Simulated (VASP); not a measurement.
# CdTe (F-43m) in VASP: a series of runs, part 2 of 2

VASP 6.6.1.

**4. Single point, r2SCAN**

This run uses another cell than the first one, of 33.25 Å³/atom.

File POSCAR:

```
CdTe
1.0
    0.0000000000      3.2156479188      3.2156479188
    3.2156479188      0.0000000000      3.2156479188
    3.2156479188      3.2156479188      0.0000000000
Cd Te
1 1
Direct
    0.0000000000      0.0000000000      0.0000000000
    0.2500000000      0.2500000000      0.2500000000
```

File INCAR.step1:

```
PREC = Accurate
ENCUT = 550
ISMEAR = 0
SIGMA = 0.01
LREAL = F
LASPH = T
NELM = 120
NBANDS = 16
GGA = PE
ALGO = Normal
EDIFF = 1E-5
LWAVE = T
LCHARG = F
GGA_COMPAT = F
```

File INCAR.step2:

```
PREC = Accurate
ENCUT = 550
EDIFF = 1E-6
ISMEAR = 0
SIGMA = 0.01
LREAL = F
LASPH = T
NELM = 120
ALGO = Normal
ISIF = 2
LWAVE = F
LCHARG = F
METAGGA = R2SCAN
LMIXTAU = T
NBANDS = 16
ISTART = 1
GGA_COMPAT = F
```

File KPOINTS:

```
Automatic mesh
0
Gamma
  6 6 6
```

Potentials or basis: VASP PAW PBE potentials, release 64 (Cd, Te).

Command:

```console
> cat potpaw_PBE.64/Cd/POTCAR potpaw_PBE.64/Te/POTCAR > POTCAR
> cp INCAR.step1 INCAR
> mpirun -np 1 vasp_std > vasp.out
> cp INCAR.step2 INCAR
> mpirun -np 1 vasp_std > vasp.out
```

OUTCAR:

```text
PREC = Accurate
   ENCUT = 550
   EDIFF = 1E-6
   ISMEAR = 0
   LREAL = F
   LASPH = T
   NELM = 120
   ISIF = 2
   METAGGA = R2SCAN
   ISTART = 1

 ion  position               nearest neighbor table
   1  0.000  0.000  0.000-   2 2.78   2 2.78   2 2.78   2 2.78
   2  0.250  0.250  0.250-   1 2.78   1 2.78   1 2.78   1 2.78

  LATTYP: Found a face centered cubic cell.
 ALAT       =     6.4312958376

  Lattice vectors:
[... 478 lines left out ...]
     15      14.0567      0.00000
     16      14.4523      0.00000

------------------------ aborting loop because EDIFF is reached ----------------------------------------

  FORCE on cell =-STRESS in cart. coord.  units (eV):
  Direction    XX          YY          ZZ          XY          YZ          ZX
  --------------------------------------------------------------------------------------
  -------------------------------------------------------------------------------------
  Total        1.1719351      1.1719351      1.1719351      0.0000000      0.0000000      0.0000000
  in kB       28.2344064     28.2344064     28.2344064      0.0000000      0.0000000      0.0000000
  external PRESSURE =      28.2344064 kB  Pullay stress =       0.0000000 kB

 VOLUME and BASIS-vectors are now :
 -----------------------------------------------------------------------------
  energy-cutoff  :      550.00
  volume of cell :       66.50
      direct lattice vectors                 reciprocal lattice vectors
     0.000000000  3.215647919  3.215647919    -0.155489660  0.155489660  0.155489660
     3.215647919  0.000000000  3.215647919     0.155489660 -0.155489660  0.155489660
     3.215647919  3.215647919  0.000000000     0.155489660  0.155489660 -0.155489660

 POSITION                                       TOTAL-FORCE (eV/Angst)
 -----------------------------------------------------------------------------------
      0.00000      0.00000      0.00000         0.000000      0.000000     -0.000000
      1.60782      1.60782      1.60782        -0.000000     -0.000000      0.000000
 -----------------------------------------------------------------------------------
    total drift:                                0.000000      0.000000      0.000000

  FREE ENERGIE OF THE ION-ELECTRON SYSTEM (eV)
  ---------------------------------------------------
  free  energy   TOTEN  =       -46.6062689283 eV

  energy  without entropy=      -46.6062689283  energy(sigma->0) =      -46.60626893
```

OSZICAR.step1:

```text
N       E                     dE             d eps       ncg     rms          rms(c)
DAV:   1     0.106059538230E+03    0.10606E+03   -0.88204E+03   512   0.104E+03
DAV:   2    -0.142298623710E+01   -0.10748E+03   -0.10243E+03   640   0.246E+02
DAV:   3    -0.493600935457E+01   -0.35130E+01   -0.35094E+01   648   0.460E+01
DAV:   4    -0.496752672868E+01   -0.31517E-01   -0.31517E-01   736   0.381E+00
DAV:   5    -0.496765702857E+01   -0.13030E-03   -0.13030E-03   664   0.196E-01    0.589E+00
DAV:   6    -0.475262377413E+01    0.21503E+00   -0.36888E-01   592   0.749E+00    0.476E+00
DAV:   7    -0.473665320813E+01    0.15971E-01   -0.11144E-01   584   0.219E+00    0.178E+00
DAV:   8    -0.473753597940E+01   -0.88277E-03   -0.11437E-02   568   0.123E+00    0.486E-01
DAV:   9    -0.473784714722E+01   -0.31117E-03   -0.96621E-04   600   0.336E-01    0.118E-01
DAV:  10    -0.473790547393E+01   -0.58327E-04   -0.11472E-04   632   0.103E-01    0.565E-02
DAV:  11    -0.473794279002E+01   -0.37316E-04   -0.73019E-05   592   0.594E-02    0.336E-02
DAV:  12    -0.473794183126E+01    0.95876E-06   -0.27291E-06   456   0.157E-02
   1 F= -.47379418E+01 E0= -.47379418E+01  d E =-.436032E-34
```

Run time: 35 s. Hardware: 1 thread of Intel Xeon 6975P-C (Granite Rapids), shared host; peak memory 0.23 GiB.

Results:

| Property | Result |
| --- | --- |
| Free energy | -46.6063 eV |
| Pressure | 2.8 GPa |
| Band gap on the k mesh | 1.35 eV |

Levels at points of the mesh, in eV from the valence-band top:
| k point | band 6 | band 7 | band 8 | band 9 | band 10 | band 11 | band 12 | band 13 |
| --- | --- | --- | --- | --- | --- | --- | --- | --- |
| (0.00, 0.00, 0.00) | -8.34 | 0.00 | 0.00 | 0.00 | 1.35 | 5.01 | 5.01 | 5.01 |
| (0.50, 0.00, 0.00) | -7.95 | -4.64 | -0.83 | -0.83 | 2.26 | 5.57 | 5.57 | 7.44 |
| (0.50, 0.50, 0.00) | -7.79 | -4.48 | -2.00 | -2.00 | 2.83 | 2.98 | 9.61 | 9.94 |

Caveat: the PAW data sets were made with another functional, which shifts forces and pressure a little; spin-orbit coupling is left out, which moves the levels of the heavy elements. r2SCAN opens gaps a little over a GGA but as a rule still falls short of measured ones.

**5. Single point, r2SCAN**

This run uses another cell than the first one, of 34.24 Å³/atom.

File POSCAR:

```
CdTe
1.0
    0.0000000000      3.2471758892      3.2471758892
    3.2471758892      0.0000000000      3.2471758892
    3.2471758892      3.2471758892      0.0000000000
Cd Te
1 1
Direct
    0.0000000000      0.0000000000      0.0000000000
    0.2500000000      0.2500000000      0.2500000000
```

File INCAR.step1:

```
  PREC = Accurate
  ENCUT = 550
  ISMEAR = 0
  SIGMA = 0.01
  LREAL = False
  LASPH = True
  NELM = 120
  NBANDS = 16
  GGA = PE
  ALGO = Normal
  EDIFF = 1E-5
  LWAVE = True
  LCHARG = False
  GGA_COMPAT = False
```

File INCAR.step2:

```
  PREC = Accurate
  ENCUT = 550
  EDIFF = 1E-6
  ISMEAR = 0
  SIGMA = 0.01
  LREAL = False
  LASPH = True
  NELM = 120
  ALGO = Normal
  ISIF = 2
  LWAVE = False
  LCHARG = False
  METAGGA = R2SCAN
  LMIXTAU = True
  NBANDS = 16
  ISTART = 1
  GGA_COMPAT = False
```

KPOINTS is that of step 4.

Potentials or basis: VASP PAW PBE potentials, release 64 (Cd, Te).

Command:

```console
> cat potpaw_PBE.64/Cd/POTCAR potpaw_PBE.64/Te/POTCAR > POTCAR
> cp INCAR.step1 INCAR
> mpirun -np 1 vasp_std > vasp.out
> cp INCAR.step2 INCAR
> mpirun -np 1 vasp_std > vasp.out
```

OUTCAR:

```text
PREC = Accurate
   ENCUT = 550
   EDIFF = 1E-6
   ISMEAR = 0
   LREAL = False
   LASPH = True
   NELM = 120
   ISIF = 2
   METAGGA = R2SCAN
   ISTART = 1

 ion  position               nearest neighbor table
   1  0.000  0.000  0.000-   2 2.81   2 2.81   2 2.81   2 2.81
   2  0.250  0.250  0.250-   1 2.81   1 2.81   1 2.81   1 2.81

  LATTYP: Found a face centered cubic cell.
 ALAT       =     6.4943517784

  Lattice vectors:

 A1 = (   0.0000000000,   3.2471758892,   3.2471758892)
[... 479 lines left out ...]
------------------------ aborting loop because EDIFF is reached ----------------------------------------

  FORCE on cell =-STRESS in cart. coord.  units (eV):
  Direction    XX          YY          ZZ          XY          YZ          ZX
  --------------------------------------------------------------------------------------
  -------------------------------------------------------------------------------------
  Total        0.5841779      0.5841779      0.5841779     -0.0000000      0.0000000      0.0000000
  in kB       13.6681035     13.6681035     13.6681035     -0.0000000      0.0000000      0.0000000
  external PRESSURE =      13.6681035 kB  Pullay stress =       0.0000000 kB

 VOLUME and BASIS-vectors are now :
 -----------------------------------------------------------------------------
  energy-cutoff  :      550.00
  volume of cell :       68.48
      direct lattice vectors                 reciprocal lattice vectors
     0.000000000  3.247175889  3.247175889    -0.153979956  0.153979956  0.153979956
     3.247175889  0.000000000  3.247175889     0.153979956 -0.153979956  0.153979956
     3.247175889  3.247175889  0.000000000     0.153979956  0.153979956 -0.153979956

 POSITION                                       TOTAL-FORCE (eV/Angst)
 -----------------------------------------------------------------------------------
      0.00000      0.00000      0.00000         0.000000     -0.000000      0.000000
      1.62359      1.62359      1.62359        -0.000000      0.000000     -0.000000
 -----------------------------------------------------------------------------------
    total drift:                                0.000000      0.000000      0.000000

  FREE ENERGIE OF THE ION-ELECTRON SYSTEM (eV)
  ---------------------------------------------------
  free  energy   TOTEN  =       -46.6321459461 eV

  energy  without entropy=      -46.6321459461  energy(sigma->0) =      -46.63214595
```

Run time: 35 s. Hardware: 1 thread of Intel Xeon 6975P-C (Granite Rapids), shared host; peak memory 0.22 GiB.

What came out:

```yaml
Free_energy: -46.6321 eV
Pressure: 1.4 GPa
Band_gap_on_the_k_mesh: 1.25 eV
```

Caveat: the PAW data sets were made with another functional, which shifts forces and pressure a little; spin-orbit coupling is left out, which moves the levels of the heavy elements. r2SCAN opens gaps a little over a GGA but as a rule still falls short of measured ones.

**6. Single point, r2SCAN**

This run uses another cell than the first one, of 35.23 Å³/atom.

File POSCAR:

```
CdTe
1.0
    0.0000000000      3.2781032353      3.2781032353
    3.2781032353      0.0000000000      3.2781032353
    3.2781032353      3.2781032353      0.0000000000
Cd Te
1 1
Direct
    0.0000000000      0.0000000000      0.0000000000
    0.2500000000      0.2500000000      0.2500000000
```

File INCAR.step1:

```
PREC = Accurate
ENCUT = 550
ISMEAR = 0
SIGMA = 0.01
LREAL = F
LASPH = T
NELM = 120
NBANDS = 16
GGA = PE
ALGO = Normal
EDIFF = 1E-5
LWAVE = T
LCHARG = F
GGA_COMPAT = F
```

File INCAR.step2:

```
PREC = Accurate
ENCUT = 550
EDIFF = 1E-6
ISMEAR = 0
SIGMA = 0.01
LREAL = F
LASPH = T
NELM = 120
ALGO = Normal
ISIF = 2
LWAVE = F
LCHARG = F
METAGGA = R2SCAN
LMIXTAU = T
NBANDS = 16
ISTART = 1
GGA_COMPAT = F
```

File KPOINTS:

```
regular mesh
0
Gamma
  6 6 6
```

Potentials or basis: VASP PAW PBE potentials, release 64 (Cd, Te).

Command:

```console
> cat potpaw_PBE.64/Cd/POTCAR potpaw_PBE.64/Te/POTCAR > POTCAR
> cp INCAR.step1 INCAR
> mpirun -np 1 vasp_std > vasp.out
> cp INCAR.step2 INCAR
> mpirun -np 1 vasp_std > vasp.out
```

It took 36 s on 1 thread of Intel Xeon 6975P-C (Granite Rapids), shared host; peak memory 0.22 GiB.

It converged, with:

```yaml
Free_energy: -46.6414 eV
Pressure: 0.1 GPa
Band_gap_on_the_k_mesh: 1.16 eV
```

Levels at points of the mesh, in eV from the valence-band top:
| k point | band 7 | band 8 | band 9 | band 10 | band 11 | band 12 |
| --- | --- | --- | --- | --- | --- | --- |
| (0.00, 0.00, 0.00) | 0.00 | 0.00 | 0.00 | 1.16 | 5.05 | 5.05 |
| (0.50, 0.00, 0.00) | -4.30 | -0.74 | -0.74 | 2.19 | 5.60 | 5.60 |
| (0.50, 0.50, 0.00) | -4.18 | -1.79 | -1.79 | 2.95 | 2.99 | 9.26 |

Caveat: the PAW data sets were made with another functional, which shifts forces and pressure a little; spin-orbit coupling is left out, which moves the levels of the heavy elements.

**7. The runs side by side**

```tsv
cell	gap on the mesh (eV)	pressure (GPa)
a = 4.456 Å, angles 60.0°, 2 atoms	1.55	6.5
a = 4.502 Å, angles 60.0°, 2 atoms	1.45	4.5
a = 4.548 Å, angles 60.0°, 2 atoms	1.35	2.8
a = 4.592 Å, angles 60.0°, 2 atoms	1.25	1.4
a = 4.636 Å, angles 60.0°, 2 atoms	1.16	0.1
```

Alike in all rows: task single point; level r2SCAN; potentials or basis VASP PAW PBE potentials, release 64 (Cd, Te); no spin polarisation; k mesh 6 × 6 × 6; cutoff (eV) 550; smearing gaussian 0.01 eV.

Caveats: the PAW data sets were made with another functional, which shifts forces and pressure a little; spin-orbit coupling is left out, which moves the levels of the heavy elements; the cell stands under pressure (at least some runs).

Total energies depend on the potentials used, so only differences within one code and one set of settings carry meaning.

**8. How close it comes**

Step 6. Measured gap of CdTe: 1.607 eV (0 K; a printed reference work, data compilation). This calculation gives 1.16 eV (-0.45 eV). Spin-orbit coupling on Cd, Te is left out. The value is that of r2SCAN, without temperature or zero-point motion.
